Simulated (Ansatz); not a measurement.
# Do energy and pressure agree? Two volumes of ZnTe (R3m, 2 atoms in the cell)

```xyz
2
Lattice="0.0000 3.0408 3.0408 3.0408 0.0000 3.0408 3.0408 3.0408 0.0000" Properties=species:S:1:pos:R:3 pbc="T T T"
Zn     0.0289     0.0289     0.0289
Te     1.5204     1.5204     1.5204
```

Level of theory: PBE, PAW files (plane waves; Ansatz, an electronic-structure program).

Settings: basis.ecutwfc = 74.2 Ry; kpoints.mp_grid.grid = 7 7 7; hamiltonian.xc = pbe; hamiltonian.pseudopotentials = {kind: paw} (the program's default PAW files); scf.occupations.method = fermi_dirac; scf.occupations.width = 0.0037 Ry. This cutoff ends a ladder whose last two steps agree within 1 meV/atom.

The second cell is the first with its lattice scaled by 0.98, at the same fractional positions.

The starting cell has typed, rounded lattice constants, without a prior relaxation at this level. Its lattice was rescaled by up to half a per cent. One atom was moved a little off its site on purpose. Ansatz's pressure includes its estimate of the finite-basis (Pulay) stress.

| cell | volume (Å³/atom) | pressure (GPa) | F less the first cell's (meV/atom) |
|---|---|---|---|
| first | 28.1180 | 2.37 | 0.00 |
| second | 26.4645 | 6.11 | ? |

Question: Estimate the energy of the second cell from the pressures, and the bulk modulus between the two volumes.

Answer: With P = −dF/dV, the trapezoid gives ΔF ≈ −(P₁ + P₂)/2 · ΔV = −(4.240 GPa) · (-1.6535 Å³) = 43.76 meV/atom (1 eV/Å³ = 160.22 GPa). The modulus at fixed fractional positions is B = −ΔP/Δln V = 62 GPa, a mean over the interval; zero pressure lies outside it, so this is not the modulus at equilibrium. P(V) is curved, so the trapezoid lies high by about |ΔV|³·B·(1 + B′)/(12·V̄²) = 0.97 meV/atom for an assumed B′ = 4, which leaves 42.79 meV/atom. The runs gave 42.69 meV/atom, a miss of 0.10 meV/atom. Cases were kept where this miss is small, so the page shows the method and is no test of it.

Left out of this page: 15 runs of the series outside the window shown, repeating another row's setting, or not comparable.

Keys are those of Ansatz 0.2.
